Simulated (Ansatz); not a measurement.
Iridium (diamond) across density functionals

All rows: Ansatz, plane waves with scalar-relativistic PAW, 420 eV (500 eV for the SCAN forms), relaxed under each functional, no dispersion correction, no zero-point motion. B₀ comes from uniform scaling at fixed shape; a dash is a value not given.

```tsv
functional	V (Å³/atom)	cell	B₀ (GPa)	magnetic state	ΔE to fcc (meV/atom)
PBE	21.59	a = 5.569 Å	185	non-magnetic	1014
r²SCAN	21.09	a = 5.526 Å	204	non-magnetic	1014
LDA	20.54	a = 5.477 Å	218	spin not included	1228
revPBE	21.84	a = 5.591 Å	177	spin not included	961
RPBE	21.95	a = 5.600 Å	174	spin not included	939
BLYP	22.64	a = 5.658 Å	159	spin not included	520
```

Task: What does PBEsol give?

Result: V (Å³/atom): 20.89; cell: a = 5.508 Å; B₀ (GPa): 207; magnetic state: spin not included; ΔE to fcc (meV/atom): 1211.
